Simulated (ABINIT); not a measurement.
# PbSe (Clausthalite) (Fm-3m) in ABINIT: further runs

Aim: see how the results for PbSe (Clausthalite) move with the level of theory and the settings. Levels: PBE, HSE06. Tasks: single point.

Program: ABINIT 10.8.3 (patched build). These are calculated values, not measurements. Logs are shortened: lines on timing, memory, paths and dates and some standing lists are left out, and cuts for length are marked. The log counts tension as positive stress, the text compression.

**Measured values to compare with.**

A printed reference work, monograph reports, for a bulk crystal of PbSe: band gap 0.15 eV (direct) at 4.2 K; band gap 0.28 eV (direct) at 300 K.

The results are compared with them further down.

## (1) Starting point

Symmetry: Fm-3m, No. 225, cubic system. The conventional cell has a = 6.121 Å, b = 6.121 Å, c = 6.121 Å, α = 90.00°, β = 90.00°, γ = 90.00°. Pb (site symmetry m-3m) is surrounded by 6 Se at 3.06 Å. Around Se (site symmetry m-3m) lie 6 Pb at 3.06 Å.

## (2) Single point, PBE

Input file run.abi:

```
pp_dirpath "./"
pseudos "Pb_ONCV_PBE-1.2.upf, Se_ONCV_PBE-1.2.upf"

acell 4.3284127397 4.3284127397 4.3284127397 Angstrom
rprim
     0.0000000000     0.7071067812     0.7071067812
     0.7071067812     0.0000000000     0.7071067812
     0.7071067812     0.7071067812     0.0000000000
ntypat 2
znucl 82 34
natom 2
typat 1 2
xred
     0.0000000000     0.0000000000     0.0000000000
     0.5000000000     0.5000000000     0.5000000000

ecut 18.0

kptopt 1
ngkpt 6 6 6
nshiftk 1
shiftk 0.0 0.0 0.0

ixc 11

nband 12
occopt 1

nstep 100
tolvrs 1.0e-10
diemac 6.0

iomode 3
prtwf 0
prtden 0
prteig 0
prtebands 0
enunit 1
prtvol 2
```

Potentials or basis: SG15 NC PBE v1.2.

Started as:

```bash
$ mpirun --bind-to none -np 8 abinit run.abi > log 2>&1
```

run.abo:

```text
.Version 10.8.3 of ABINIT
 Symmetries : space group Fm -3 m (#225); Bravais cF (face-center cubic)
================================================================================
 Values of the parameters that define the memory need of the present run
     intxc =       0    ionmov =       0      iscf =       7    lmnmax =       8
     lnmax =       8     mgfft =      32  mpssoang =       4    mqgrid =    3001
     natom =       2  nloc_mem =       1    nspden =       1   nspinor =       1
    nsppol =       1      nsym =      48    n1xccc =       0    ntypat =       2
    occopt =       1   xclevel =       2
       mpw =        1421          nfft =       32768          nkpt =          16
================================================================================
================================================================================

--------------------------------------------------------------------------------
------------- Echo of variables that govern the present computation ------------
--------------------------------------------------------------------------------
 -outvars: echo values of preprocessed input variables --------
            acell      8.1795146379E+00  8.1795146379E+00  8.1795146379E+00 Bohr
              amu      2.07200000E+02  7.89600000E+01
           diemac      6.00000000E+00
             ecut      1.80000000E+01 Hartree
           enunit           1
              ixc          11
         kptrlatt        6    0    0      0    6    0      0    0    6
          kptrlen      4.90770878E+01
            natom           2
            nband          12
            ngfft          32      32      32
             nkpt          16
            nstep         100
             nsym          48
           ntypat           2
           prtden           0
        prtebands           0
           prteig           0
           prtvol           2
            prtwf           0
            rprim      0.0000000000E+00  7.0710678120E-01  7.0710678120E-01
                       7.0710678120E-01  0.0000000000E+00  7.0710678120E-01
                       7.0710678120E-01  7.0710678120E-01  0.0000000000E+00
          spgroup         225
           tolvrs      1.00000000E-10
            typat      1  2
           xangst      0.0000000000E+00  0.0000000000E+00  0.0000000000E+00
                       3.0606500001E+00  3.0606500001E+00  3.0606500001E+00
            xcart      0.0000000000E+00  0.0000000000E+00  0.0000000000E+00
                       5.7837902674E+00  5.7837902674E+00  5.7837902674E+00
             xred      0.0000000000E+00  0.0000000000E+00  0.0000000000E+00
[... 178 lines left out ...]
 Fermi (or HOMO) energy (eV) =   3.10620   Average Vxc (eV)=  -9.38141
 Eigenvalues (   eV  ) for nkpt=  16  k points:
 kpt#   1, nband= 12, wtk=  0.00463, kpt=  0.0000  0.0000  0.0000 (reduced coord)
 -13.74378  -13.74378  -13.74378  -13.73863  -13.73863  -10.49406   -3.20625    1.22777
   1.22777    1.22777    7.81118    7.81118
 kpt#   2, nband= 12, wtk=  0.03704, kpt=  0.1667  0.0000  0.0000 (reduced coord)
 -13.74594  -13.74594  -13.74280  -13.73435  -13.73435  -10.28737   -3.86204    1.30087
   1.30087    1.67797    6.23253    6.76096
 kpt#   3, nband= 12, wtk=  0.03704, kpt=  0.3333  0.0000  0.0000 (reduced coord)
 -13.75780  -13.75780  -13.74131  -13.71816  -13.71816   -9.77494   -5.06701    1.49836
   1.49836    2.43211    4.44402    5.38064
 kpt#   4, nband= 12, wtk=  0.01852, kpt=  0.5000  0.0000  0.0000 (reduced coord)
 -13.76381  -13.76381  -13.74078  -13.70994  -13.70994   -9.43116   -5.69864    1.63795
   1.63795    3.10620    3.39051    4.79717
 kpt#   5, nband= 12, wtk=  0.02778, kpt=  0.1667  0.1667  0.0000 (reduced coord)
 -13.75793  -13.74828  -13.73388  -13.73311  -13.73311  -10.21340   -3.88637    0.85163
   0.85163    2.26847    5.11663    7.67031
 kpt#   6, nband= 12, wtk=  0.11111, kpt=  0.3333  0.1667  0.0000 (reduced coord)
 -13.77905  -13.74704  -13.74121  -13.72347  -13.71568   -9.79007   -4.65224    0.71480
[... 16 lines left out ...]
 kpt#  12, nband= 12, wtk=  0.05556, kpt= -0.3333  0.3333  0.0000 (reduced coord)
 -13.81337  -13.74235  -13.73636  -13.71909  -13.70955   -9.13785   -5.15839   -1.17217
   0.73627    1.21211    5.79646    6.36448
 kpt#  13, nband= 12, wtk=  0.01389, kpt=  0.5000  0.5000  0.0000 (reduced coord)
 -13.86584  -13.76180  -13.71961  -13.69915  -13.69915   -9.06174   -4.28124   -1.87807
  -0.12867   -0.12867    6.80153    8.70942
 kpt#  14, nband= 12, wtk=  0.11111, kpt=  0.5000  0.3333  0.1667 (reduced coord)
 -13.80342  -13.74407  -13.74201  -13.71543  -13.71127   -9.38009   -4.97352   -0.34302
   0.14760    1.77815    5.33203    6.82166
 kpt#  15, nband= 12, wtk=  0.11111, kpt= -0.3333  0.3333  0.1667 (reduced coord)
 -13.81244  -13.74556  -13.73052  -13.72754  -13.70466   -9.13761   -5.16519   -0.67132
  -0.45705    2.28497    4.73638    7.39088
 kpt#  16, nband= 12, wtk=  0.05556, kpt= -0.3333  0.5000  0.1667 (reduced coord)
 -13.84012  -13.74682  -13.73285  -13.71551  -13.69914   -9.04017   -4.77812   -1.52165
  -0.66983    1.47144    6.05527    7.48278
 Total charge density [el/Bohr^3]
)     Maximum=    5.4644E-01  at reduced coord.    0.0938    0.9063    0.9063
)Next maximum=    5.4644E-01  at reduced coord.    0.9063    0.0938    0.9063
)     Minimum=    8.6961E-05  at reduced coord.    0.5000    0.5000    0.5000
)Next minimum=    2.7689E-03  at reduced coord.    0.2500    0.2500    0.2500
   Integrated=    2.0000E+01

--- !EnergyTerms
iteration_state     : {dtset: 1, }
comment             : Components of total free energy in Hartree
kinetic             :  3.08571314660287E+01
hartree             :  1.29797160778270E+01
xc                  : -9.08472304992099E+00
Ewald energy        : -5.38904018043346E+01
psp_core            :  4.15247864205631E+00
local_psp           : -3.23958628180890E+01
non_local_psp       : -1.85610843652686E+01
total_energy        : -6.59427458517013E+01
total_energy_eV     : -1.79439352749121E+03
band_energy         : -5.94337051002039E+00
...

 Cartesian components of stress tensor (hartree/bohr^3)
  sigma(1 1)= -8.03951995E-05  sigma(3 2)=  0.00000000E+00
  sigma(2 2)= -8.03951995E-05  sigma(3 1)=  0.00000000E+00
  sigma(3 3)= -8.03951995E-05  sigma(2 1)=  0.00000000E+00

-Cartesian components of stress tensor (GPa)         [Pressure=  2.3653E+00 GPa]
- sigma(1 1)= -2.36530843E+00  sigma(3 2)=  0.00000000E+00
- sigma(2 2)= -2.36530843E+00  sigma(3 1)=  0.00000000E+00
- sigma(3 3)= -2.36530843E+00  sigma(2 1)=  0.00000000E+00

== END DATASET(S) ==============================================================
================================================================================

 -outvars: echo values of variables after computation  --------
            acell      8.1795146379E+00  8.1795146379E+00  8.1795146379E+00 Bohr
           etotal     -6.5942745852E+01
            fcart     -0.0000000000E+00 -0.0000000000E+00 -0.0000000000E+00
                      -0.0000000000E+00 -0.0000000000E+00 -0.0000000000E+00
            rprim      0.0000000000E+00  7.0710678120E-01  7.0710678120E-01
                       7.0710678120E-01  0.0000000000E+00  7.0710678120E-01
                       7.0710678120E-01  7.0710678120E-01  0.0000000000E+00
           strten     -8.0395199504E-05 -8.0395199504E-05 -8.0395199504E-05
                       0.0000000000E+00  0.0000000000E+00  0.0000000000E+00
           xangst      0.0000000000E+00  0.0000000000E+00  0.0000000000E+00
                       3.0606500001E+00  3.0606500001E+00  3.0606500001E+00
             xred      0.0000000000E+00  0.0000000000E+00  0.0000000000E+00
                       5.0000000000E-01  5.0000000000E-01  5.0000000000E-01
 Calculation completed.
```

Wall time 1.9 s (8 MPI ranks of Arm Neoverse V2, shared host); peak memory 0.48 GiB.

Results:

```yaml
Free_energy: -1794.3935 eV
Pressure: 2.4 GPa
Band_gap_on_the_k_mesh: 0.28 eV, direct
Valence_electrons_inside_the_program's_atomic_spheres: Pb 9.96; Se 3.29
```

Levels at points of the mesh, in eV from the valence-band top:
| k point | band 6 | band 7 | band 8 | band 9 | band 10 | band 11 | band 12 |
| --- | --- | --- | --- | --- | --- | --- | --- |
| (0.00, 0.00, 0.00) | -13.60 | -6.31 | -1.88 | -1.88 | -1.88 | 4.70 | 4.70 |
| (0.50, 0.00, 0.00) | -12.54 | -8.80 | -1.47 | -1.47 | 0.00 | 0.28 | 1.69 |
| (0.50, 0.50, 0.00) | -12.17 | -7.39 | -4.98 | -3.23 | -3.23 | 3.70 | 5.60 |

Caveat: spin-orbit coupling is left out, which as a rule narrows the gap of such compounds by several tenths of an eV.

## (3) Single point, HSE06

run.abi, as its differences from that of step 2:

```diff
@@ -23,3 +23,3 @@
 
-ixc 11
+ixc -428
 
@@ -28,5 +28,5 @@
 
-nstep 100
-tolvrs 1.0e-10
+nstep 60
 diemac 6.0
+toldfe 1.0e-7
```

Potentials or basis: SG15 NC PBE v1.2.

Started as:

```bash
$ mpirun --bind-to none -np 8 abinit run.abi > log 2>&1
```

It took 8.5 min on 8 MPI ranks of Arm Neoverse V2, shared host; peak memory 0.88 GiB.

The run converged. Its results:

```
Free energy                                           : -1786.7383 eV
Pressure                                              : 0.5 GPa
Band gap on the k mesh                                : 0.57 eV, direct
Valence electrons inside the program's atomic spheres : Pb 9.94; Se 3.28
```

Levels at points of the mesh, in eV from the valence-band top:
| k point | band 8 | band 9 | band 10 | band 11 | band 12 |
| --- | --- | --- | --- | --- | --- |
| (0.00, 0.00, 0.00) | -2.17 | -2.17 | -2.17 | 5.15 | 5.15 |
| (0.50, 0.00, 0.00) | -1.63 | -1.63 | 0.00 | 0.57 | 1.91 |
| (0.50, 0.50, 0.00) | -5.59 | -3.67 | -3.67 | 4.38 | 6.18 |

Caveat: Libxc's HSE differs a little from that of other programs; the potentials were made for another functional, which shifts forces and pressure; spin-orbit coupling is left out, which as a rule narrows the gap of such compounds by several tenths of an eV.

## (4) How close it comes

Step 2. Measured gap of PbSe: 0.15 eV (direct; 4.2 K; a printed reference work, monograph). This calculation gives 0.28 eV (+0.13 eV). 2 values of this kind are on record (0.15 to 0.28 eV); this one was drawn at random. Spin-orbit coupling on Pb, Se is left out. The value is that of PBE on a finite k mesh, which can miss the band edges, without temperature or zero-point motion.

Step 3. Measured gap of PbSe: 0.28 eV (direct; 300 K; a printed reference work, monograph). This calculation gives 0.57 eV (+0.29 eV). 2 values of this kind are on record (0.15 to 0.28 eV); this one was drawn at random. Spin-orbit coupling on Pb, Se is left out. The value is that of HSE06 on a finite k mesh, which can miss the band edges, without temperature or zero-point motion.
